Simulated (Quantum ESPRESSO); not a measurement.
# Au: equation of state with PBEsol

**Measured values to compare with.**

“Exploring toroidal anvil profiles for larger sample volumes above 4 Mbar”, 2024, pmc:11102561 quotes, for a bulk crystal of Au: bulk modulus 167 GPa.

Au:

```
Au
1.0
     0.00000    2.03500    2.03500
     2.03500    0.00000    2.03500
     2.03500    2.03500    0.00000
Au
1
Cartesian
  0.0000 0.0000 0.0000
```

- Program: Quantum ESPRESSO 7.5
- Task: equation of state
- Functional: PBEsol
- Potentials or basis: PseudoDojo 0.4.1 SR PBEsol standard
- Cutoff: 1034 eV
- Density cutoff: 4136 eV
- k mesh: 11 × 11 × 11
- Occupations: fermi-dirac, width 0.05 eV
- Spin: no spin polarisation
- Mixing beta: 0.5
- Most SCF iterations: 120
- SCF threshold: 2e-10 Ry

```yaml
Equilibrium_volume: 16.98 Å³/atom
Bulk_modulus: 176 GPa
Pressure_derivative_of_the_bulk_modulus: 5.7
```

Energy against volume, from the lowest point:
```tsv
volume (Å³/atom)	energy (meV/atom)
15.843	47.97
16.181	22.33
16.518	6.75
16.855	0.00
17.192	0.99
17.529	8.75
17.866	22.43
```

All runs of the series together: 91 s on 1 thread of Arm Neoverse V1 (shared host).

A measured bulk modulus of Au is 167 GPa (quoted in “Exploring toroidal anvil profiles for larger sample volumes above 4 Mbar”, 2024, pmc:11102561); the calculated 176 GPa misses it by +5.5 %. The fit is for a static lattice scaled at fixed shape and fixed fractional positions.

The run has no spin-orbit coupling, so splittings on Au are missing.
